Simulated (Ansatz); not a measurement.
# NaH: one contact scaled

The task here is to estimate one member of a computed series from the others.

Program: Ansatz 0.2.0. Level of theory: DFT LDA, with the methods named in each step. These are calculated values, not measurements.

1 further run of the same task is left out (it didn't finish).

### The structure to begin with

It takes space group Fm-3m (No. 225, cubic). The conventional cell has a = 4.773 Å, b = 4.773 Å, c = 4.773 Å, α = 90.00°, β = 90.00°, γ = 90.00°. Na (site symmetry m-3m) has 6 H at 2.39 Å as nearest neighbours. H (site symmetry m-3m) is surrounded by 6 Na at 2.39 Å.

Structure file:

```
CELL_PARAMETERS angstrom
0.00000 2.38642 2.38642
2.38642 0.00000 2.38642
2.38642 2.38642 0.00000
ATOMIC_POSITIONS crystal
Na 0.00000 0.00000 0.00000
H 0.50000 0.50000 0.50000
```

Atoms are numbered in the order of the input: Na1, H2.

The first run:

The input, input.yaml:

```yaml
crystal:
  lattice:
    - [0.0, 2.3864216652, 2.3864216652]
    - [2.3864216652, 0.0, 2.3864216652]
    - [2.3864216652, 2.3864216652, 0.0]
  atoms:
    - { symbol: Na, position: [0.0, 0.0, 0.0] }
    - { symbol: H, position: [0.5, 0.5, 0.5] }
kpoints:
  mp_grid: { grid: [8, 8, 8] }
scf:
  occupations: { method: fermi_dirac, width: 0.03 }
hamiltonian:
  xc: lda
  pseudopotentials: { kind: paw }
output:
  forces: true
  stress: true
  eigenvalues: true
  populations: true
  write_density: true
  write_potential: true
  elf: true
  volumetric_format: npy
```

Launch:

```console
ansatz run input.yaml --threads 1 --pin off --max-ram 2048MiB --backend cpu --events-out ev --progress --plain --runs-dir out
```

Steps of the session up to this table: Shortest bond scaled by 1, PAW; Shortest bond scaled by 0.88, PAW; Shortest bond scaled by 0.82, PAW; Shortest bond scaled by 0.76, PAW; Shortest bond scaled by 0.7, PAW; Shortest bond scaled by 0.7, PAW (level accurate).

One of the session's tables, all rows but one given; the rest of the session is left out.

```
              method  length (Å)  F from the given length (eV/cell)  force along the bond (eV/Å)  pressure (GPa)  gap on the k mesh (eV)  largest force (eV/Å)
                 PAW       1.670                              0.510                        2.296            5.14                    3.29                 2.296
                 PAW       1.814                              0.258                        1.307            2.40                    3.36                 1.307
                 PAW       1.957                              0.117                        0.706            0.60                    3.41                 0.706
                 PAW       2.100                                  ?                            ?               ?                       ?                     ?
                 PAW       2.386                              0.000                        0.000           -1.31                    3.47                 0.000
PAW (level accurate)       1.670                                  –                        2.296            5.14                    3.29                 2.296
```

**Question.** Estimate the row for PAW, 2.100.

As computed: F from the given length (eV/cell): 0.044; force along the bond (eV/Å): 0.351; pressure (GPa): -0.52; gap on the k mesh (eV): 3.44; largest force (eV/Å): 0.351.
